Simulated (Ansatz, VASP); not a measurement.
**Al16O: VASP beside Ansatz**

```xyz
17
Lattice="5.7276 0.0000 0.0000 0.0000 5.7276 0.0000 0.0000 0.0000 17.0750" Properties=species:S:1:pos:R:3 pbc="T T T"
Al    1.4319    1.4319    1.0000
Al    4.2957    1.4319    1.0000
Al    1.4319    4.2957    1.0000
Al    4.2957    4.2957    1.0000
Al   -0.0103   -0.0002    3.0008
Al    2.8766   -0.0001    3.0001
Al   -0.0036    2.8638    2.9533
Al    2.8686    2.8640    2.9526
Al    1.4340    1.4781    5.0054
Al    4.2968    1.4951    4.9916
Al    1.4338    4.2485    5.0060
Al    4.2970    4.2324    4.9918
Al    0.0278    0.0002    6.8501
Al    2.8386   -0.0002    6.8518
Al   -0.0046    2.8635    7.1347
Al    2.8884    2.8633    7.1371
O    -1.4207    2.8662    8.1730
```

Alike in both runs: functional PBE; dispersion D3(BJ); k mesh 3 × 3 × 1; occupations fermi-dirac, width 0.15 eV; no spin polarisation.

Ansatz relaxed the structure, and its values are those at the end. VASP's run is a single point on that final structure, the one shown.

```csv
,VASP,Ansatz
version,VASP 6.6.1,Ansatz 0.2.0
potentials or method,"VASP PAW PBE potentials, release 64 (Al, O)","scalar-relativistic, plane waves, PAW"
plane-wave cutoff (eV),520,420
valence electrons in the cell,54,54
```

VASP gave:

```
rms of the force components (eV/Å) : 0.033
dispersion energy (meV/atom)       : -234.2
```

Problem. Estimate Ansatz's values.

Solution. rms of the force components (eV/Å): 0.032; dispersion energy (meV/atom): -234.2.

Ansatz warned: «xc_potential_rough_in_thin_density».
